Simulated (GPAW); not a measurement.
Runs of GPAW 26.7.0 on I. The structure is orthorhombic, space group Cmce (No. 64). Conventional cell: a = 7.270 Å, b = 4.790 Å, c = 9.793 Å, α = 90.00°, β = 90.00°, γ = 90.00°. I (site symmetry m) is surrounded by 1 I at 2.68 Å. 

```csv
level,gap on the mesh (eV),pressure (GPa),relaxed volume (Å³/atom),largest force (eV/Å)
PBEsol+D3(BJ),0.75,0.0,35.95,0.01
PBEsol,0.81,0.0,(b),-
PBEsol+D3(BJ)+ATM,0.75,0.0,(a),0.01
PBEsol+D3,0.87,0.0,37.56,0.02
```

Alike in all rows: task relaxation of cell and atoms; potentials or basis PAW data sets generated in the run's folder for this functional, pw; no spin polarisation; cell relaxed; k mesh 5 × 5 × 2; cutoff (eV) 600; smearing fermi-dirac 0.05 eV.

Question: Estimate the missing entries.

Answer: (a) 36.26; (b) 40.02.

Caveats: later steps reuse the first step's grids; spin-orbit coupling is left out, which moves the levels of the heavy elements; an odd mesh through Γ misses points on the zone boundary, where band edges often lie; the volume moved by over 15 % at a fixed basis, so the end points are rough (some runs).

A k mesh can miss the band edges, and the runs leave out spin-orbit coupling on I.
